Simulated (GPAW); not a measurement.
**BeTe: dielectric tensor with PBE**

BeTe:

```xyz
2
Lattice="0.0000 2.8243 2.8243 2.8243 0.0000 2.8243 2.8243 2.8243 0.0000" Properties=species:S:1:pos:R:3 pbc="T T T"
Te    4.2365    4.2365    4.2365
Be    0.0000    0.0000    0.0000
```

```json
{
 "Program": "GPAW 26.7.0",
 "Task": "dielectric tensor",
 "Functional": "PBE",
 "Potentials or basis": "GPAW PAW data sets (gpaw-data 1.2.1)",
 "Cutoff": "650 eV",
 "Basis": "pw",
 "k mesh": "7 × 7 × 7",
 "Occupations": "fermi-dirac, width 0.001 eV",
 "Spin": "no spin polarisation",
 "Response ecut": "80 eV",
 "Maxiter": "150",
 "Response k mesh": "21 × 21 × 21",
 "Response bands": "24",
 "Kernels": "[\"RPA\"]",
 "Coarser k mesh": "21 × 21 × 21"
}
```

The band gap on the k mesh is 2.06 eV, indirect (least direct gap 3.64 eV). The electronic dielectric tensor (diagonal) is 6.72.

Electronic dielectric tensor:
```
6.72 0.00 0.00
0.00 6.72 0.00
0.00 0.00 6.72
```

It took 3.8 min on 1 thread of Arm Neoverse V2, with other jobs on the host, peak memory 0.59 GiB.

Caveat: the long-wavelength limit can be off by a per cent or two; spin-orbit coupling is left out, which moves the levels of the heavy elements; an odd mesh through Γ misses points on the zone boundary, where band edges often lie.
